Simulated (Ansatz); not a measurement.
# Rh(100) / 3 layers Cu(100) / Rh(100): resistance against film thickness, part 2 of 2

How does the resistance across the layers grow with the film in Rh(100) / 3 layers Cu(100) / Rh(100)?

Ansatz 0.2.0; Ansatz plane-wave DFT, LDA, PAW files; ballistic transport by layer matching (Landauer), zero bias.

So far. Step 2 (With 3 layers): The lead's potential steps by 7.2 meV from period to period, small in itself. The program estimates the junction's conductance to 4.7 % from the k-mesh, 0.9 % from the leads' distance from neutral and 4 % from their steps.

**3. With 5 layers, film layers 5**

The stack now holds 5 film layers; the k-mesh follows the cell, and the energies span -0.27 to 0.27 eV.

System of this step: Rh(100) / 5 layers Cu(100) / Rh(100). The cell holds 13 atoms: 8 Rh and 5 Cu. Its edges and angles: a = 2.689 Å, b = 2.689 Å, c = 23.455 Å, α = 86.7°, β = 86.7°, γ = 90.0°. It derives from Rh and Cu. Regions: lead, 8 atoms (8 Rh); films, 5 atoms (5 Cu). The structure is stacked along c, and the current runs across the ab planes.

Input file input.yaml:

```yaml
crystal:
  lattice:
    - [2.6891977995, 0.0, 0.0]
    - [0.0, 2.6891977995, 0.0]
    - [1.3445988998, 1.3445988998, 23.3777537956]
  atoms:
    - { symbol: Rh, position: [0.9796649625, 0.9796649625, 0.040670075] }
    - { symbol: Rh, position: [0.4389948875, 0.4389948875, 0.122010225] }
    - { symbol: Rh, position: [0.8983248125, 0.8983248125, 0.203350375] }
    - { symbol: Rh, position: [0.3576547375, 0.3576547375, 0.2846905249] }
    - { symbol: Cu, position: [0.81985576, 0.81985576, 0.3602884799] }
    - { symbol: Cu, position: [0.28492788, 0.28492788, 0.43014424] }
    - { symbol: Cu, position: [0.75, 0.75, 0.5] }
    - { symbol: Cu, position: [0.21507212, 0.21507212, 0.56985576] }
    - { symbol: Cu, position: [0.68014424, 0.68014424, 0.6397115201] }
    - { symbol: Rh, position: [0.1423452625, 0.1423452625, 0.7153094751] }
    - { symbol: Rh, position: [0.6016751875, 0.6016751875, 0.796649625] }
    - { symbol: Rh, position: [0.0610051125, 0.0610051125, 0.877989775] }
    - { symbol: Rh, position: [0.5203350375, 0.5203350375, 0.959329925] }
kpoints:
  mp_grid: { grid: [14, 14, 2] }
hamiltonian:
  xc: lda
scf:
  occupations: { method: fermi_dirac, width: 0.1 }
output:
  transmission:
    leads: [[0, 1]]
    kmesh: [28, 28]
    e_range: [-0.27, 0.27]
    de: 0.036
  write_potential: true
  write_density: true
  volumetric_format: npy
```

The run is started by

```console
> ansatz run input.yaml --threads 4 --pin off --max-ram 8192MiB --backend cpu --events-out ev --progress --plain --runs-dir out
```

Numbers of over 12 decimals in the logs are rounded to 6 here.

What it wrote:

```text
[...]
Crystal: 13 atoms, lattice volume = 169.063 Å³
Basis set: ecut = 420 eV, 3339 PW (Γ)
Bands: 139, of which v1, the nominal top of the filled ones, is band 116 counted from 1 (115 counted from 0)
Symmetry: 4 space group operations
k-points: 114 of 392
[...]
--- Transmission ---
  basis      : 69 plane waves across, 39 finite elements along
  points     : 211, standing for a mesh of 28 x 28
[...]
filled         : 16.8 meV under the level at which it is neutral
    channels       : 2.214286e0 a spin
[...]
slowest decay  : 0.0133 /Å at (0.4286, 0.2857)
  junction   : crystal 0 to crystal 0, 0.70 to 22.17 Å
    transmission   : 7.376808e-1 a spin
[...]
resistance     : 8.5407e-4 Ω µm² beyond half of each lead's own
[key lines of the parts left out:]
SCF converged after 11 iterations
Free energy (F): -83007.423617 eV
Fermi energy:    19.990542 eV
```

The job ended after 3.3 min (4 threads of Arm Neoverse V1, shared host; peak memory 2 GiB; 12 min of CPU time).

Numbers from this step:

- free energy: -83007.4236 eV
- energy at zero smearing: -83007.2133 eV
- Fermi energy: 19.99 eV
- step of the lead's potential: 7.5 meV
- lead conductance per cell: 2.208 G₀
- conductance of the junction: 7.83e14 S/m²
- junction conductance per cell: 0.7311 G₀
- estimated errors of the junction's conductance: 0.2, 0, 5.4, 3.6, 0.6 % (energy step, band edges, k-mesh, leads' steps, distance from neutral)
- area resistance that the stack adds (contact term taken off, spin by spin): 0.8541 fΩ m²

Per spin. Transmission, zone mean against energy, zero at the Fermi level:

```
energy (eV)  transmission, zone mean
     -0.270                    0.640
     -0.234                    0.644
     -0.198                    0.657
     -0.162                    0.681
     -0.126                    0.696
     -0.090                    0.702
     -0.054                    0.711
     -0.018                    0.733
      0.018                    0.738
      0.054                    0.745
      0.090                    0.749
      0.126                    0.771
      0.162                    0.767
      0.198                    0.764
      0.234                    0.758
      0.270                    0.747
```

The conductance of the junction is 7.8e14 S/m², 5.9 % under the 8.3e14 S/m² of the last finished run, no more than the error estimates, leads' steps apart, of 4.7 and 5.4 % together.

**4. With 6 layers, k-mesh 14×14×1, film layers 6**

The stack now holds 6 film layers; the k-mesh follows the cell, and the energies span -0.27 to 0.27 eV.

System of this step: Rh(100) / 6 layers Cu(100) / Rh(100). The cell holds 14 atoms: 8 Rh and 6 Cu. Its edges and angles: a = 2.689 Å, b = 2.689 Å, c = 25.011 Å, α = 90.0°, β = 90.0°, γ = 90.0°. It derives from Rh and Cu. Regions: lead, 8 atoms (8 Rh); films, 6 atoms (6 Cu). The structure is stacked along c, and the current runs across the ab planes.

input.yaml, the sections that differ from step 3:

```yaml
crystal:
  lattice:
    - [2.6891977995, 0.0, 0.0]
    - [0.0, 2.6891977995, 0.0]
    - [0.0, 0.0, 25.0108245548]
  atoms:
    - { symbol: Rh, position: [0.0, 0.0, 0.0380145404] }
    - { symbol: Rh, position: [0.5, 0.5, 0.1140436211] }
    - { symbol: Rh, position: [0.0, 0.0, 0.1900727019] }
    - { symbol: Rh, position: [0.5, 0.5, 0.2661017827] }
    - { symbol: Cu, position: [0.0, 0.0, 0.3367636025] }
    - { symbol: Cu, position: [0.5, 0.5, 0.4020581615] }
    - { symbol: Cu, position: [0.0, 0.0, 0.4673527205] }
    - { symbol: Cu, position: [0.5, 0.5, 0.5326472795] }
    - { symbol: Cu, position: [0.0, 0.0, 0.5979418385] }
    - { symbol: Cu, position: [0.5, 0.5, 0.6632363975] }
    - { symbol: Rh, position: [0.0, 0.0, 0.7338982173] }
    - { symbol: Rh, position: [0.5, 0.5, 0.8099272981] }
    - { symbol: Rh, position: [0.0, 0.0, 0.8859563789] }
    - { symbol: Rh, position: [0.5, 0.5, 0.9619854596] }
kpoints:
  mp_grid: { grid: [14, 14, 1] }
# hamiltonian, scf, output: as in step 3
```

What it wrote:

```text
[...]
Crystal: 14 atoms, lattice volume = 180.873 Å³
Basis set: ecut = 420 eV, 3583 PW (Γ)
Bands: 150, of which v1, the nominal top of the filled ones, is band 125 counted from 1 (124 counted from 0)
Symmetry: 16 space group operations
[...]
k-points: 36 of 196
[...]
--- Transmission ---
  basis      : 69 plane waves across, 41 finite elements along
  points     : 120, standing for a mesh of 28 x 28
[...]
filled         : 14.4 meV under the level at which it is neutral
    channels       : 2.219388e0 a spin
[...]
slowest decay  : 0.0130 /Å at (0.4286, 0.2857)
  junction   : crystal 0 to crystal 0, 0.70 to 23.81 Å
    transmission   : 6.914020e-1 a spin
[...]
resistance     : 9.2939e-4 Ω µm² beyond half of each lead's own
[key lines of the parts left out:]
SCF converged after 12 iterations
Free energy (F): -89563.103523 eV
Fermi energy:    19.758359 eV
```

Elapsed: 1.7 min, on 4 threads; peak memory 1.2 GiB.

Numbers from this step:

- free energy: -89563.1035 eV
- energy at zero smearing: -89562.8910 eV
- Fermi energy: 19.76 eV
- step of the lead's potential: 7.9 meV
- estimated errors of the lead's conductance: 0, 3.4, 0.6 % (band edges, k-mesh, distance from neutral)
- lead conductance per cell: 2.210 G₀
- conductance of the junction: 7.40e14 S/m²
- junction conductance per cell: 0.6905 G₀
- estimated errors of the junction's conductance: 0.1, 0, 6.5, 95.4, 1.3 % (energy step, band edges, k-mesh, leads' steps, distance from neutral)
- area resistance that the stack adds (contact term taken off, spin by spin): 0.9294 fΩ m²

Per spin. The transmission, zone mean by energy, zero at the Fermi level:

```
energy (eV)  transmission, zone mean
     -0.270                    0.617
     -0.234                    0.621
     -0.198                    0.641
     -0.162                    0.631
     -0.126                    0.649
     -0.090                    0.654
     -0.054                    0.674
     -0.018                    0.671
      0.018                    0.691
      0.054                    0.730
      0.090                    0.755
      0.126                    0.784
      0.162                    0.779
      0.198                    0.763
      0.234                    0.742
      0.270                    0.760
```

The conductance of the junction is 7.4e14 S/m², 5.5 % under the 7.8e14 S/m² of the last finished run, within the error estimates, leads' steps apart, of 5.4 and 6.5 %. The estimate from the leads' steps, 95 %, is larger still.

**5. With 8 layers, k-mesh 14×14×1, film layers 8**

The stack now holds 8 film layers; the k-mesh follows the cell, and the energies span -0.27 to 0.27 eV.

System of this step: Rh(100) / 8 layers Cu(100) / Rh(100). The cell holds 16 atoms: 8 Rh and 8 Cu. Cell: a = 2.689 Å, b = 2.689 Å, c = 28.277 Å, α = 90.0°, β = 90.0°, γ = 90.0°. It derives from Rh and Cu. Regions: lead, 8 atoms (8 Rh); films, 8 atoms (8 Cu). The structure is stacked along c, and the current runs across the ab planes.

input.yaml, the sections that differ from step 4:

```yaml
crystal:
  lattice:
    - [2.6891977995, 0.0, 0.0]
    - [0.0, 2.6891977995, 0.0]
    - [0.0, 0.0, 28.276966073]
  atoms:
    - { symbol: Rh, position: [0.0, 0.0, 0.0336236567] }
    - { symbol: Rh, position: [0.5, 0.5, 0.1008709701] }
    - { symbol: Rh, position: [0.0, 0.0, 0.1681182835] }
    - { symbol: Rh, position: [0.5, 0.5, 0.235365597] }
    - { symbol: Cu, position: [0.0, 0.0, 0.297865597] }
    - { symbol: Cu, position: [0.5, 0.5, 0.3556182835] }
    - { symbol: Cu, position: [0.0, 0.0, 0.4133709701] }
    - { symbol: Cu, position: [0.5, 0.5, 0.4711236567] }
    - { symbol: Cu, position: [0.0, 0.0, 0.5288763433] }
    - { symbol: Cu, position: [0.5, 0.5, 0.5866290299] }
    - { symbol: Cu, position: [0.0, 0.0, 0.6443817165] }
    - { symbol: Cu, position: [0.5, 0.5, 0.702134403] }
    - { symbol: Rh, position: [0.0, 0.0, 0.764634403] }
    - { symbol: Rh, position: [0.5, 0.5, 0.8318817165] }
    - { symbol: Rh, position: [0.0, 0.0, 0.8991290299] }
    - { symbol: Rh, position: [0.5, 0.5, 0.9663763433] }
# kpoints, hamiltonian, scf, output: as in step 4
```

What it wrote:

```text
[...]
Crystal: 16 atoms, lattice volume = 204.493 Å³
Basis set: ecut = 420 eV, 4043 PW (Γ)
Bands: 173, of which v1, the nominal top of the filled ones, is band 144 counted from 1 (143 counted from 0)
Symmetry: 16 space group operations
[...]
k-points: 36 of 196
[...]
--- Transmission ---
  basis      : 69 plane waves across, 45 finite elements along
  points     : 120, standing for a mesh of 28 x 28
[...]
filled         : 17.3 meV under the level at which it is neutral
    channels       : 2.214286e0 a spin
[...]
slowest decay  : 0.0134 /Å at (0.4286, 0.2857)
  junction   : crystal 0 to crystal 0, 0.70 to 27.07 Å
    transmission   : 7.152951e-1 a spin
[...]
resistance     : 9.1010e-4 Ω µm² beyond half of each lead's own
[key lines of the parts left out:]
SCF converged after 12 iterations
Free energy (F): -102674.431074 eV
Fermi energy:    19.356899 eV
```

It took 2 min on 4 threads; peak memory 1.5 GiB.

This step gave:

```
free energy                                                                : -102674.4311 eV
energy at zero smearing                                                    : -102674.2071 eV
Fermi energy                                                               : 19.36 eV
step of the lead's potential                                               : 7.3 meV
estimated errors of the lead's conductance                                 : 0, 3.5, 0.7 % (band edges, k-mesh, distance from neutral)
lead conductance per cell                                                  : 2.208 G₀
conductance of the junction                                                : 7.50e14 S/m²
junction conductance per cell                                              : 0.7003 G₀
estimated errors of the junction's conductance                             : 0.2, 0.1, 5.8, 3.9, 1.8 % (energy step, band edges, k-mesh, leads' steps, distance from neutral)
area resistance that the stack adds (contact term taken off, spin by spin) : 0.9101 fΩ m²
```

Per spin. Table of transmission, zone mean by energy, zero at the Fermi level:

```
energy (eV)  transmission, zone mean
     -0.270                    0.609
     -0.234                    0.637
     -0.198                    0.625
     -0.162                    0.652
     -0.126                    0.688
     -0.090                    0.678
     -0.054                    0.660
     -0.018                    0.678
      0.018                    0.715
      0.054                    0.748
      0.090                    0.769
      0.126                    0.776
      0.162                    0.761
      0.198                    0.748
      0.234                    0.748
      0.270                    0.739
```

The conductance of the junction is 7.5e14 S/m², 1.4 % over the 7.4e14 S/m² of the last finished run, within the error estimates, leads' steps apart, of 6.5 and 5.8 %.

**6. With 10 layers, k-mesh 14×14×1, film layers 10**

The stack now holds 10 film layers; the k-mesh follows the cell, and the energies span -0.27 to 0.27 eV.

System of this step: Rh(100) / 10 layers Cu(100) / Rh(100). The cell holds 18 atoms: 8 Rh and 10 Cu. Its edges and angles: a = 2.689 Å, b = 2.689 Å, c = 31.543 Å, α = 90.0°, β = 90.0°, γ = 90.0°. It derives from Rh and Cu. Regions: lead, 8 atoms (8 Rh); films, 10 atoms (10 Cu). The structure is stacked along c, and the current runs across the ab planes.

input.yaml, the sections that differ from step 5:

```yaml
crystal:
  lattice:
    - [2.6891977995, 0.0, 0.0]
    - [0.0, 2.6891977995, 0.0]
    - [0.0, 0.0, 31.5431075913]
  atoms:
    - { symbol: Rh, position: [0.0, 0.0, 0.030142084] }
    - { symbol: Rh, position: [0.5, 0.5, 0.0904262521] }
    - { symbol: Rh, position: [0.0, 0.0, 0.1507104202] }
    - { symbol: Rh, position: [0.5, 0.5, 0.2109945883] }
    - { symbol: Cu, position: [0.0, 0.0, 0.2670230051] }
    - { symbol: Cu, position: [0.5, 0.5, 0.3187956706] }
    - { symbol: Cu, position: [0.0, 0.0, 0.3705683362] }
    - { symbol: Cu, position: [0.5, 0.5, 0.4223410017] }
    - { symbol: Cu, position: [0.0, 0.0, 0.4741136672] }
    - { symbol: Cu, position: [0.5, 0.5, 0.5258863328] }
    - { symbol: Cu, position: [0.0, 0.0, 0.5776589983] }
    - { symbol: Cu, position: [0.5, 0.5, 0.6294316638] }
    - { symbol: Cu, position: [0.0, 0.0, 0.6812043294] }
    - { symbol: Cu, position: [0.5, 0.5, 0.7329769949] }
    - { symbol: Rh, position: [0.0, 0.0, 0.7890054117] }
    - { symbol: Rh, position: [0.5, 0.5, 0.8492895798] }
    - { symbol: Rh, position: [0.0, 0.0, 0.9095737479] }
    - { symbol: Rh, position: [0.5, 0.5, 0.969857916] }
# kpoints, hamiltonian, scf, output: as in step 5
```

What it wrote:

```text
[...]
Crystal: 18 atoms, lattice volume = 228.113 Å³
Basis set: ecut = 420 eV, 4525 PW (Γ)
Bands: 196, of which v1, the nominal top of the filled ones, is band 163 counted from 1 (162 counted from 0)
Symmetry: 16 space group operations
[...]
k-points: 36 of 196
[...]
--- Transmission ---
  basis      : 69 plane waves across, 49 finite elements along
  points     : 120, standing for a mesh of 28 x 28
[...]
filled         : 16.6 meV under the level at which it is neutral
    channels       : 2.214286e0 a spin
[...]
slowest decay  : 0.0133 /Å at (0.4286, 0.2857)
  junction   : crystal 0 to crystal 0, 0.70 to 30.34 Å
    transmission   : 7.007635e-1 a spin
[...]
resistance     : 9.0664e-4 Ω µm² beyond half of each lead's own
[key lines of the parts left out:]
SCF converged after 12 iterations
Free energy (F): -115785.769039 eV
Fermi energy:    19.052466 eV
```

Elapsed: 2.3 min, on 4 threads; peak memory 1.8 GiB.

Numbers from this step:

| Item | Value |
| --- | --- |
| free energy | -115785.7690 eV |
| energy at zero smearing | -115785.5313 eV |
| Fermi energy | 19.05 eV |
| step of the lead's potential | 7.6 meV |
| lead conductance per cell | 2.209 G₀ |
| conductance of the junction | 7.52e14 S/m² |
| junction conductance per cell | 0.7022 G₀ |
| estimated errors of the junction's conductance | 0.3, 0.2, 6, 50.2, 0.7 % (energy step, band edges, k-mesh, leads' steps, distance from neutral) |
| area resistance that the stack adds (contact term taken off, spin by spin) | 0.9066 fΩ m² |

Per spin. Transmission, zone mean against energy, zero at the Fermi level:

```
energy (eV)  transmission, zone mean
     -0.270                    0.619
     -0.234                    0.632
     -0.198                    0.623
     -0.162                    0.648
     -0.126                    0.657
     -0.090                    0.664
     -0.054                    0.687
     -0.018                    0.703
      0.018                    0.701
      0.054                    0.724
      0.090                    0.726
      0.126                    0.739
      0.162                    0.741
      0.198                    0.747
      0.234                    0.739
      0.270                    0.734
```

The conductance of the junction is 7.5e14 S/m², 0.27 % over the 7.5e14 S/m² of the last finished run, within the error estimates, leads' steps apart, of 5.8 and 6 %. The estimate from the leads' steps, 50 %, is larger still.

**7. All levels side by side**

Times are for 4 threads of Arm Neoverse V1, shared host. The series side by side:

```
no.  film layers  area resistance that the stack adds (contact term taken off, spin by spin) (fΩ m²)  conductance of the junction (S/m²)     time  memory (GiB)
  1            3                                                                              0.7788                             8.32e14  5.4 min           1.5
  2            5                                                                              0.8541                             7.83e14  3.3 min           2.0
  3            6                                                                              0.9294                             7.40e14  1.7 min           1.2
  4            8                                                                              0.9101                             7.50e14    2 min           1.5
  5           10                                                                              0.9066                             7.52e14  2.3 min           1.8
```

**8. With 5 layers**

A repeat with a deliberate mistake in the input, to see how the program answers it.

This step: Ansatz plane-wave DFT, LDA, PAW files; ballistic transport by layer matching (Landauer), zero bias; changed: output.transmission.temperature = 0.5, scf.max_iter = 50 (Ansatz 0.2.0).

System of this step: Rh(100) / 5 layers Cu(100) / Rh(100). The cell holds 13 atoms: 8 Rh and 5 Cu. Cell: a = 2.689 Å, b = 2.689 Å, c = 23.455 Å, α = 86.7°, β = 86.7°, γ = 90.0°. It derives from Rh and Cu. Regions: lead, 8 atoms (8 Rh); films, 5 atoms (5 Cu). The structure is stacked along c, and the current runs across the ab planes.

Input file input.yaml:

```yaml
crystal:
  lattice:
    - [2.6891977995, 0.0, 0.0]
    - [0.0, 2.6891977995, 0.0]
    - [1.3445988998, 1.3445988998, 23.3777537956]
  atoms:
    - { symbol: Rh, position: [0.9796649625, 0.9796649625, 0.040670075] }
    - { symbol: Rh, position: [0.4389948875, 0.4389948875, 0.122010225] }
    - { symbol: Rh, position: [0.8983248125, 0.8983248125, 0.203350375] }
    - { symbol: Rh, position: [0.3576547375, 0.3576547375, 0.2846905249] }
    - { symbol: Cu, position: [0.81985576, 0.81985576, 0.3602884799] }
    - { symbol: Cu, position: [0.28492788, 0.28492788, 0.43014424] }
    - { symbol: Cu, position: [0.75, 0.75, 0.5] }
    - { symbol: Cu, position: [0.21507212, 0.21507212, 0.56985576] }
    - { symbol: Cu, position: [0.68014424, 0.68014424, 0.6397115201] }
    - { symbol: Rh, position: [0.1423452625, 0.1423452625, 0.7153094751] }
    - { symbol: Rh, position: [0.6016751875, 0.6016751875, 0.796649625] }
    - { symbol: Rh, position: [0.0610051125, 0.0610051125, 0.877989775] }
    - { symbol: Rh, position: [0.5203350375, 0.5203350375, 0.959329925] }
kpoints:
  mp_grid: { grid: [14, 14, 2] }
hamiltonian:
  xc: lda
scf:
  occupations: { method: fermi_dirac, width: 0.1 }
  max_iter: 50
output:
  transmission:
    leads: [[0, 1]]
    kmesh: [28, 28]
    e_range: [-0.27, 0.27]
    de: 0.036
    temperature: 0.5
  write_potential: true
  write_density: true
  volumetric_format: npy
```

What it wrote:

```text
Error: invalid value for `output.transmission.temperature`: must be finite and ≥ 1.2; got 0.5 K
```

Wall time 0.12 s (4 threads); peak memory 0.086 GiB.

The program refused the input before any cycle.

The program's message: “Error: invalid value for `output.transmission.temperature`: must be finite and ≥ 1.2; got 0.5 K”

The change that led to it: output.transmission.temperature = 0.5.

**9. Outcome**

```
area resistance, 3 layers  : 0.779 fΩ m²
area resistance, 5 layers  : 0.854 fΩ m²
area resistance, 6 layers  : 0.929 fΩ m²
area resistance, 8 layers  : 0.910 fΩ m²
area resistance, 10 layers : 0.907 fΩ m²
```

What this shows: The stack adds 0.78 fΩ m² with 3 layers and 0.91 fΩ m² with 10. From 5 layers on no step exceeds the two runs' error estimates together, as expected where only the two interfaces scatter; half the mean, 0.45 fΩ m², is a rough coherent figure for one interface. Atoms sit on ideal sites and aren't relaxed. The program's estimate of the error from the leads' steps alone runs to 95 %, although the steps are small; only longer leads would test it. Cu(100) is stretched by 5.2 % in plane to fit Rh(100), at its own atomic volume.

[Logs are printed without paths, hosts, clocks, repeated set-up lines and the standing remarks that a program may print on its own settings, such as how far it seeks lower states.]

[Hosts, paths, dates, database ids (printed as entryN), source tags and the programs' standing remarks are cut or masked in the printed files.]
